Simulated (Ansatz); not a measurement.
# GeS: the cost of one run

Program: Ansatz 0.2.0. Level of theory: plane waves, PAW. These are calculated values, not measurements.

3 further runs of the same task are left out: 3 that didn't finish.

## Step 1: The structure to begin with

It takes space group Pnma (No. 62, orthorhombic). Conventional cell: a = 10.608 Å, b = 3.608 Å, c = 4.422 Å, α = 90.00°, β = 90.00°, γ = 90.00°. Ge (site symmetry m) has 3 S at 2.42 to 2.44 Å as nearest neighbours. Around S (site symmetry m) lie 3 Ge at 2.42 to 2.44 Å.

As a file:

```xyz
8
Lattice="10.6078 0.0000 0.0000 0.0000 3.6081 0.0000 0.0000 0.0000 4.4223" Properties=species:S:1:pos:R:3 pbc="T T T"
Ge    1.3268    0.9020    0.5671
Ge    3.9771    2.7061    2.7782
Ge    6.6307    0.9020    1.6441
Ge    9.2810    2.7061    3.8553
S     8.9872    0.9020    2.2637
S     6.9245    2.7061    0.0525
S     3.6833    0.9020    4.3698
S     1.6206    2.7061    2.1587
```

Cell and atoms come from an earlier r2SCAN+rVV10 relaxation.

## Step 2: PBE, anion s p, 2×4×4

File input.yaml:

```yaml
crystal:
  lattice:
    - [10.6078054202, 0.0, 0.0]
    - [0.0, 3.6081036216, 0.0]
    - [0.0, 0.0, 4.4223352564]
  atoms:
    - { symbol: Ge, position: [0.1250788433, 0.25, 0.1282278303] }
    - { symbol: Ge, position: [0.3749211567, 0.75, 0.6282278303] }
    - { symbol: Ge, position: [0.6250788433, 0.25, 0.3717721697] }
    - { symbol: Ge, position: [0.8749211567, 0.75, 0.8717721697] }
    - { symbol: S, position: [0.8472275933, 0.25, 0.5118733973] }
    - { symbol: S, position: [0.6527724067, 0.75, 0.0118733973] }
    - { symbol: S, position: [0.3472275933, 0.25, 0.9881266027] }
    - { symbol: S, position: [0.1527724067, 0.75, 0.4881266027] }
kpoints:
  mp_grid: { grid: [2, 6, 4] }
  band_path:
    path:
      - [[0.0, 0.0, 0.0], [0.5, 4.494652914045e-35, -1.72694533191e-34], [0.5, 0.5, 1.789232443365e-34], [1.063263359134e-50, 0.5, 3.516177775275e-34], [0.0, 0.0, 0.0], [-4.625068114392e-50, 3.500025188945e-50, 0.5], [0.5, 4.494652914045e-35, 0.5], [0.5, 0.5, 0.5], [-4.625068114392e-50, 0.5, 0.5], [-4.625068114392e-50, 3.500025188945e-50, 0.5]]
      - [[0.5, 4.494652914045e-35, -1.72694533191e-34], [0.5, 4.494652914045e-35, 0.5]]
      - [[1.063263359134e-50, 0.5, 3.516177775275e-34], [-4.625068114392e-50, 0.5, 0.5]]
      - [[0.5, 0.5, 1.789232443365e-34], [0.5, 0.5, 0.5]]
    npoints: 10
hamiltonian:
  xc: pbe
scf:
  occupations: { method: fixed }
  n_extra_bands: 6
output:
  forces: false
  stress: false
  eigenvalues: true
  wannier:
    kmesh: [2, 4, 4]
    projections: [{ species: S, l: s, shell: 3 }, { species: S, l: p, shell: 3 }]
    minimise: true
    write_hr: true
    conv_tol: 1.0e-08
    max_iter: 3000
```

Run with:

```console
> ansatz run input.yaml --threads 4 --pin off --max-ram 5529MiB --backend cpu --events-out ev --progress --plain --runs-dir out
```

What time and memory should one allow on 4 threads of Arm Neoverse V2, shared host?

About 10 s, with a peak of 0.72 GiB.
